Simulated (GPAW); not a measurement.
Input of a GPAW 26.7.0 run:

Contents of run.py:

```python
from ase.dft.bandgap import bandgap
from ase.io import read, write
from ase.units import GPa
from gpaw import GPAW, PW

atoms = read('TePb.xyz')

calc = GPAW(mode=PW(600),
            xc='PBE',
            kpts={'size': (7, 7, 7), 'gamma': True},
            occupations={'name': 'methfessel-paxton', 'order': 0, 'width': 0.020999999999999998},
            nbands=19,
            convergence={'density': 1e-05, 'energy': 1e-05},
            maxiter=150,
            txt='gpaw.txt')
atoms.calc = calc
energy = atoms.get_potential_energy()
forces = atoms.get_forces()
stress = atoms.get_stress()
calc.write('gs.gpw')
write('result.traj', atoms)
print(f'Energy: {energy:.6f} eV')
print('Forces (eV/A):')
print(forces.round(4))
print('Stress (GPa):', (stress / GPa).round(3))
print('Fermi level:', round(calc.get_fermi_level(), 4), 'eV')
print(f'Gap: {bandgap(calc)[0]:.4f} eV, direct: {bandgap(calc, direct=True)[0]:.4f} eV')
```

TePb.xyz

```xyz
2
Lattice="4.0022870000 0.0000000000 0.0000000000 0.0000000000 4.0022870000 0.0000000000 0.0000000000 0.0000000000 4.0022870000" Properties=species:S:1:pos:R:3 pbc="T T T"
Pb     0.0000000000      0.0000000000      0.0000000000
Te     2.0011435000      2.0011435000      2.0011435000
```

Potentials or basis: GPAW PAW data sets (gpaw-data 1.2.1), pw.

Command:

```bash
$ OMP_NUM_THREADS=1 python run.py
```

**Question.** Estimate the band gap on the k mesh.

**Answer.** None (metal or under the smearing width).

**Question.** Estimate the pressure.

**Answer.** -0.2 GPa.

Spin-orbit coupling is left out, which matters for the levels of Pb, Te.
